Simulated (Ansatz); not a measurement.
The system is BaH2.

```
Ba H
1.0
     4.46203    0.00000    0.00000
    -2.23101    3.86423    0.00000
     0.00000    0.00000    6.05529
Ba H
2 4
Cartesian
  0.0000 2.5762 1.5138
  2.2310 1.2881 4.5415
  0.0000 0.0000 0.0000
  0.0000 0.0000 3.0276
  2.2310 1.2881 1.5138
  0.0000 2.5762 4.5415
```

The cell comes from a database or a generator and needn't be the stable form of this composition.

| Item | Value |
| --- | --- |
| Program | Ansatz 0.2.0 |
| Task | relaxation of cell and atoms |
| Functional | PBEsol |
| Dispersion | D3(BJ) |
| Potentials or basis | Ansatz PAW |
| Cutoff | 420 eV (not typed: the program's choice for these potentials) |
| k mesh | 7 × 7 × 5 |
| Occupations | fermi-dirac, width 0.05 eV |
| Spin | no spin polarisation |

At the start: volume 17.40 Å³/atom.

Problem. How do energy, volume and symmetry change on relaxing?

Solution. It ends after 5 steps and the volume is 15.32 Å³/atom (-12.0 %); space group P6_3/mmc (No. 194, to 0.05 Å).

Step by step:
| step | energy change (eV) | largest force (eV/Å) | volume (Å³) |
| --- | --- | --- | --- |
| 1 | 0.0000 | 0.0000 | 104.41 |
| 2 | -0.1411 | 0.0000 | 90.45 |
| 3 | -0.1656 | 0.0000 | 92.45 |
| 4 | -0.1667 | 0.0000 | 91.92 |
| 5 | -0.1631 | 0.0000 | 91.92 |

Final structure:
```
Ba H
1.0
     4.33524    0.00000    0.00000
    -2.16762    3.75443    0.00000
     0.00000    0.00000    5.64757
Ba H
2 4
Direct
  0.33333 0.66667 0.25000
  0.66667 0.33333 0.75000
  0.00000 0.00000 0.00000
  0.00000 0.00000 0.50000
  0.66667 0.33333 0.25000
  0.33333 0.66667 0.75000
```

Caveat: the plane-wave basis is chosen anew once the cell has moved, so the energies of steps on either side of that aren't comparable; the PAW data sets come from PBE, with cores solved anew for the run's functional, which leaves a small shift of forces and pressure.
